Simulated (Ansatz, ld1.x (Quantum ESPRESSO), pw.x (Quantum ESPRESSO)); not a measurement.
**pw.x on fcc Fe: one setting changed**

Potential: norm-conserving RRKJ (Kleinman–Bylander form), ld1.x (Quantum ESPRESSO) 7.5, PBEsol; core [Ar], reference 3d6 4s2 4p0; waves: 4s (bound): rc 2.35 bohr; 4p (bound, empty): rc 2.95 bohr; 3d (bound): rc 1.70 bohr; local part: all-electron potential smoothed inside 1.75 bohr (lloc = -2); core correction: none; rho0 0.005.

The reference run (k-mesh 16³, cutoffs 110/440 Ry, Fermi–Dirac 0.01 Ry, mixing_beta 0.4, conv_thr 1e-9, no spin) gives 2.67 GPa at 9.882 Å³/atom, where all-electron LAPW gives 0.60 GPa. This run, with its own iteration cap, changes k-mesh points per axis to 3.

```
&control
  calculation='scf', prefix='x', pseudo_dir='./', outdir='./tmp', tstress=.true., disk_io='none'
/
&system
  ibrav=0, nat=1, ntyp=1, ecutwfc=110, ecutrho=440, nbnd=11,
  occupations='smearing', smearing='fd', degauss=0.01
/
&electrons
  conv_thr=1e-09, mixing_beta=0.4, electron_maxstep=60
/
ATOMIC_SPECIES
Fe 1.0 Fe.UPF
CELL_PARAMETERS angstrom
  0.00000000 1.70322341 1.70322341
  1.70322341 0.00000000 1.70322341
  1.70322341 1.70322341 0.00000000
ATOMIC_POSITIONS crystal
Fe 0.0000 0.0000 0.0000
K_POINTS automatic
3 3 3 0 0 0
```

```bash
pw.x < Fe.scf.in > Fe.scf.out
```

How does the run end?

It converges in 8 iterations; the free energy moves by +694.3 meV/atom and the pressure by +22.86 GPa.

```
Message from routine setup:
     using ibrav=0 with symmetry is DISCOURAGED, use correct ibrav instead
     lattice parameter (alat)  =       4.5518  a.u.
     unit-cell volume          =      66.6870 (a.u.)^3
     number of electrons       =         8.00
     number of Kohn-Sham states=           11
     kinetic-energy cutoff     =     110.0000  Ry
     charge density cutoff     =     440.0000  Ry
     scf convergence threshold =      1.0E-09
     Exchange-correlation= PBESOL
     number of k points=     4  Fermi-Dirac smearing, width (Ry)=  0.0100
     iteration #  1     ecut=   110.00 Ry     beta= 0.40
     total energy              =     -40.13803636 Ry
     estimated scf accuracy    <       0.07394496 Ry
     iteration #  2     ecut=   110.00 Ry     beta= 0.40
     total energy              =     -40.14984780 Ry
     estimated scf accuracy    <       0.00151365 Ry
     iteration #  3     ecut=   110.00 Ry     beta= 0.40
     total energy              =     -40.15015491 Ry
     estimated scf accuracy    <       0.00057120 Ry
     iteration #  4     ecut=   110.00 Ry     beta= 0.40
     total energy              =     -40.15023921 Ry
     estimated scf accuracy    <       0.00001976 Ry
     iteration #  5     ecut=   110.00 Ry     beta= 0.40
     total energy              =     -40.15024262 Ry
     estimated scf accuracy    <       0.00001155 Ry
     iteration #  6     ecut=   110.00 Ry     beta= 0.40
     total energy              =     -40.15024565 Ry
     estimated scf accuracy    <       0.00000083 Ry
     iteration #  7     ecut=   110.00 Ry     beta= 0.40
     total energy              =     -40.15024560 Ry
     estimated scf accuracy    <       0.00000022 Ry
     iteration #  8     ecut=   110.00 Ry     beta= 0.40
     the Fermi energy is    16.0945 ev
!    total energy              =     -40.15024563 Ry
     estimated scf accuracy    <          2.6E-10 Ry
     smearing contrib. (-TS)   =      -0.01257222 Ry
     The total energy is F=E-TS. E is the sum of the following terms:
     one-electron contribution =       8.71419306 Ry
     hartree contribution      =       5.01385789 Ry
     xc contribution           =      -8.28242370 Ry
     ewald contribution        =     -45.58330066 Ry
     convergence has been achieved in   8 iterations
          total   stress  (Ry/bohr**3)                   (kbar)     P=      255.32
     Message from routine punch:
     Nothing written, as per user request (disk_io='none')
```

The run took about 0.8 s on one core of a shared host (Neoverse-V1, 64 threads, 503 GiB, load 31).
